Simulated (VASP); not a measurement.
Output of a VASP run:

### OSZICAR
```
       N       E                     dE             d eps       ncg     rms          rms(c)
DAV:   1     0.169625637274E+03    0.16963E+03   -0.12698E+04  1280   0.140E+03
DAV:   2    -0.926585702626E+01   -0.17889E+03   -0.17093E+03  1808   0.308E+02
DAV:   3    -0.190455183163E+02   -0.97797E+01   -0.97248E+01  1592   0.760E+01
DAV:   4    -0.193459877428E+02   -0.30047E+00   -0.30029E+00  1928   0.109E+01
DAV:   5    -0.193476656118E+02   -0.16779E-02   -0.16778E-02  1568   0.900E-01    0.809E+00
DAV:   6    -0.178271480202E+02    0.15205E+01   -0.68070E+00  1464   0.228E+01    0.449E+00
DAV:   7    -0.178176082950E+02    0.95397E-02   -0.41565E-01  1472   0.516E+00    0.225E+00
DAV:   8    -0.178232039084E+02   -0.55956E-02   -0.52984E-02  1464   0.268E+00    0.351E-01
DAV:   9    -0.178309740174E+02   -0.77701E-02   -0.17931E-02  1384   0.980E-01    0.170E-01
DAV:  10    -0.178331411199E+02   -0.21671E-02   -0.17147E-03  1488   0.302E-01    0.125E-01
DAV:  11    -0.178338306592E+02   -0.68954E-03   -0.80958E-04  1376   0.189E-01    0.234E-02
DAV:  12    -0.178338597706E+02   -0.29111E-04   -0.35531E-05  1608   0.474E-02    0.600E-03
DAV:  13    -0.178338720720E+02   -0.12301E-04   -0.16241E-05  1336   0.257E-02    0.252E-03
DAV:  14    -0.178338722912E+02   -0.21913E-06   -0.28113E-07  1088   0.367E-03
   1 F= -.17833872E+02 E0= -.17833872E+02  d E =-.522498E-12  mag=    -0.0000    -0.0000     0.0000
       N       E                     dE             ncg
       N       E                     dE             ncg
       N       E                     dE             ncg
```

**OUTCAR**
```
------------------------ aborting loop because EDIFF is reached ----------------------------------------
  FORCE on cell =-STRESS in cart. coord.  units (eV):
  Direction    XX          YY          ZZ          XY          YZ          ZX
  --------------------------------------------------------------------------------------
  Total        0.0217705      0.0217705      0.0217705     -0.0000000      0.0000000     -0.0000000
  in kB        0.5922495      0.5922495      0.5922495     -0.0000000      0.0000000     -0.0000000
  external PRESSURE =       0.5922495 kB  Pullay stress =       0.0000000 kB
  volume of cell :       58.89
      direct lattice vectors                 reciprocal lattice vectors
     0.000000000  3.088028168  3.088028168    -0.161915622  0.161915622  0.161915622
     3.088028168  0.000000000  3.088028168     0.161915622 -0.161915622  0.161915622
     3.088028168  3.088028168  0.000000000     0.161915622  0.161915622 -0.161915622
 POSITION                                       TOTAL-FORCE (eV/Angst)
 -----------------------------------------------------------------------------------
      0.00000      0.00000      0.00000        -0.000000     -0.000000     -0.000000
      1.54401      1.54401      1.54401        -0.000000     -0.000000     -0.000000
      4.63204      4.63204      4.63204         0.000000      0.000000      0.000000
 -----------------------------------------------------------------------------------
    total drift:                               -0.000000     -0.000000     -0.000000
  FREE ENERGIE OF THE ION-ELECTRON SYSTEM (eV)
  ---------------------------------------------------
  free  energy   TOTEN  =       -17.8338722912 eV

  energy  without entropy=      -17.8338722912  energy(sigma->0) =      -17.83387229

 Ion:    1  E_soc:     -0.3838996

 Ion:    2  E_soc:     -0.0005725

 Ion:    3  E_soc:     -0.0005725
```
(Selected blocks of OUTCAR.)

POSCAR:
```
BaF2
1
    0.0000000000     3.0880281677     3.0880281677
    3.0880281677     0.0000000000     3.0880281677
    3.0880281677     3.0880281677    -0.0000000000
Ba F
1 2
Direct
  0.0000000000   1.0000000000   1.0000000000
  0.2500000000   0.2500000000   0.2500000000
  0.7500000000   0.7500000000   0.7500000000
```

### Question
Reconstruct the remaining input files.

### Answer
Several could match; the one computed here: the input of the run itself, PBEsol GGA with spin-orbit coupling, plane waves, VASP's PBE PAW potentials (set 64).

KPOINTS_OPT:
```
k-points along high-symmetry lines
8
Line-mode
Reciprocal
  0.000000   0.000000   0.000000 ! GAMMA
  0.500000   0.000000   0.500000 ! X

  0.500000   0.000000   0.500000 ! X
  0.625000   0.250000   0.625000 ! U

  0.375000   0.375000   0.750000 ! K
  0.000000   0.000000   0.000000 ! GAMMA

  0.000000   0.000000   0.000000 ! GAMMA
  0.500000   0.500000   0.500000 ! L

  0.500000   0.500000   0.500000 ! L
  0.500000   0.250000   0.750000 ! W

  0.500000   0.250000   0.750000 ! W
  0.500000   0.000000   0.500000 ! X
```

INCAR:
```
SYSTEM=BaF2
PREC=Accurate; ENCUT=520; LREAL=.FALSE.
LASPH=.TRUE.
EDIFF=1E-6; NELM=100; ALGO=Normal
LMAXMIX=4
ISMEAR=0; SIGMA=0.05
GGA=PS; GGA_COMPAT=.FALSE.
MAGMOM=9*0; LSORBIT=.TRUE.
LWAVE=.FALSE.; LCHARG=.FALSE.
```

KPOINTS:
```
Automatic mesh
0
Gamma
7 7 7
0 0 0
```

POTCAR, in this order: Ba_sv F (PBE.64 set). Program: vasp_ncl.

The compound is BaF2 in the fluorite structure. It was relaxed first.
